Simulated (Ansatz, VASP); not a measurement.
**One calculation of ZrB2, two programs**

```
Zr B
1.0
     3.16500    0.00000    0.00000
    -1.58250    2.74097    0.00000
     0.00000    0.00000    3.48480
Zr B
1 2
Direct
  0.00000 0.00000 0.00000
  0.33333 0.66667 0.50000
  0.66667 0.33333 0.50000
```

Change from the starting cell: zz strain of -1 %, PAW files.

Alike in both runs: task electric field gradients; functional LDA; k mesh 12 × 12 × 9; occupations fermi-dirac, width 0.05 eV; no spin polarisation.

|  | VASP | Ansatz |
| --- | --- | --- |
| version | VASP 6.6.1 | Ansatz 0.2.0 |
| potentials or method | VASP PAW LDA potentials, release 64 (Zr_sv, B) | PAW with Ansatz's default frozen-core files, scalar-relativistic |
| plane-wave cutoff (eV) | 520 | 420 |
| valence electrons in the cell | 18 | 18 |

Ansatz gave:

* pressure (GPa): -5.0
* largest component of the traceless stress (GPa): 3.06
* Vzz of the field gradient on the site that differs most (V/Å²): 45.9

**Question.** Estimate VASP's values.

**Answer.** Pressure (GPa): -4.5; largest component of the traceless stress (GPa): 3.10; Vzz of the field gradient on the site that differs most (V/Å²): 43.5.

Ansatz warned: «gradients_without_spin_orbit».
